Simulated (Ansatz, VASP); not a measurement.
# One calculation of NaCl, two programs

File INCAR:

```
PREC = Accurate ; ENCUT = 520
EDIFF = 1E-8 ; ISMEAR = -1
SIGMA = 0.02 ; LREAL = False
LASPH = True ; NELM = 80
ALGO = Normal ; ISIF = 2
LWAVE = False ; LCHARG = False
GGA = PS ; LEFG = True
NBANDS = 14
```

File KPOINTS:

```
regular mesh
0
Gamma
  8 8 8
```

Contents of POSCAR:

```
NaCl
1.0
    2.8600000000      0.0000000000      0.0000000000
    0.0000000000      2.8600000000      0.0000000000
    0.0000000000      0.0000000000      2.8600000000
Na Cl
1 1
Direct
    0.0000000000      0.0000000000      0.0000000000
    0.5000000000      0.5000000000      0.5000000000
```

Input for Ansatz:

```yaml
crystal:
  lattice:
    - [2.86, 0.0, 0.0]
    - [0.0, 2.86, 0.0]
    - [0.0, 0.0, 2.86]
  atoms:
    - { symbol: Na, position: [0.0, 0.0, 0.0] }
    - { symbol: Cl, position: [0.5, 0.5, 0.5] }
kpoints:
  mp_grid: { grid: [8, 8, 8] }
  band_path:
    path:
      - [0.0, 0.0, 0.0]
      - [0.0, 0.5, 0.0]
      - [0.5, 0.5, 0.0]
      - [0.0, 0.0, 0.0]
      - [0.5, 0.5, 0.5]
      - [0.0, 0.5, 0.0]
      - [0.5, 0.5, 0.5]
      - [0.5, 0.5, 0.0]
    npoints: 5
scf:
  occupations: { method: fermi_dirac, width: 0.02 }
hamiltonian:
  xc: pbesol
  pseudopotentials: { kind: paw }
output:
  forces: true
  stress: true
  eigenvalues: true
  efg: { contact_densities: true }
```

Alike in both runs: task electric field gradients; functional PBEsol; k mesh 8 × 8 × 8; occupations fermi-dirac, width 0.02 eV; no spin polarisation.

|  | VASP | Ansatz |
| --- | --- | --- |
| version | VASP 6.6.1 | Ansatz 0.2.0 |
| potentials or method | VASP PAW PBE potentials, release 64 (Na_pv, Cl) | PAW with Ansatz's default frozen-core files, scalar-relativistic |
| plane-wave cutoff (eV) | 520 | 420 |
| valence electrons in the cell | 14 | 16 |

Ansatz gave:

```
gap on the k mesh at the Fermi level (eV)                      : 4.15
Vzz of the field gradient on the site that differs most (V/Å²) : 0.0
```

Task: Which values does VASP return?

Result: gap on the k mesh at the Fermi level (eV): 4.20; Vzz of the field gradient on the site that differs most (V/Å²): 0.0.

The two sets of potentials don't hold the same shells in valence.

 A k mesh can miss the band edges. A hybrid or GW would open this gap; PBEsol tends to underestimate it.
